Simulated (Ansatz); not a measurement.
## Cohesive energy of tellurium across functionals

Ansatz, plane waves with scalar-relativistic PAW, 420 eV (500 eV for the SCAN forms).

The free atom is spin-polarised, without symmetry, in a box of 14 × 14.4 × 14.8 Å, in the lowest state that the tried spin starts reached (hybrids start from one state alone); no zero-point energy, no spin-orbit coupling, no dispersion.

The hybrid is evaluated at the semilocal geometry on a coarser k-mesh, and its energy is corrected by the semilocal functional's change from that mesh to the dense one.

```json
{"functional": "LDA", "cohesive energy (eV/atom)": "3.28", "atom's moment (μB)": "2.0", "bound form": "trigonal tellurium"}
{"functional": "m-r²SCAN", "cohesive energy (eV/atom)": "2.78", "atom's moment (μB)": "2.0", "bound form": "trigonal tellurium"}
{"functional": "PBE", "cohesive energy (eV/atom)": "2.42", "atom's moment (μB)": "2.0", "bound form": "trigonal tellurium"}
{"functional": "r²SCAN", "cohesive energy (eV/atom)": "2.27", "atom's moment (μB)": "2.0", "bound form": "trigonal tellurium"}
{"functional": "HSE06", "cohesive energy (eV/atom)": "2.17", "atom's moment (μB)": "2.0", "bound form": "trigonal tellurium"}
{"functional": "PBE0", "cohesive energy (eV/atom)": "2.15", "atom's moment (μB)": "2.0", "bound form": "trigonal tellurium"}
{"functional": "revPBE", "cohesive energy (eV/atom)": "2.05", "atom's moment (μB)": "2.0", "bound form": "trigonal tellurium"}
{"functional": "BLYP", "cohesive energy (eV/atom)": "2.04", "atom's moment (μB)": "2.0", "bound form": "trigonal tellurium"}
```

(1) What does PBEsol give?

## Answers

(1) 2.82 eV per atom, with 2.0 μB on the free atom.

m-r²SCAN is r²SCAN on the gauge-invariant kinetic-energy density; without spin polarisation the two are equal.
